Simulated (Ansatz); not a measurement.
# Co in Ansatz: the effect of functional

Crystal: Co.

```
Co
1.0
     2.43859    0.00000    0.00000
    -1.21930    2.11188    0.00000
     0.00000    0.00000    3.96680
Co
2
Direct
  0.66667 0.33333 0.75000
  0.33333 0.66667 0.25000
```

The cell isn't the ideal one: volume scaled by 0.96.

Alike in all runs:

```yaml
Program: Ansatz 0.2.0
Task: single point
Potentials_or_basis: Ansatz PAW
k_mesh: 12 × 12 × 7
Occupations: fermi-dirac, width 0.05 eV
Spin: collinear spin, ferromagnetic start
Starting_moments: "[2.0, 2.0] μB"
```

```csv
functional,cutoff,pressure (GPa),moment (μB)
LDA,420 eV (not typed: the program's choice for these potentials),-5.7,3.01
r2SCAN,500 eV (not typed: the program's choice for these potentials),?,?
PBE,420 eV (not typed: the program's choice for these potentials),14.9,3.10
```

Q: What does the run with functional r2SCAN give?

A: Pressure 10.3 GPa; moment 3.47 μB.

Caveats: the PAW data sets come from PBE, with cores solved anew for the run's functional, which leaves a small shift of forces and pressure (some runs); the magnetic or orbital state may not be the lowest (some runs).
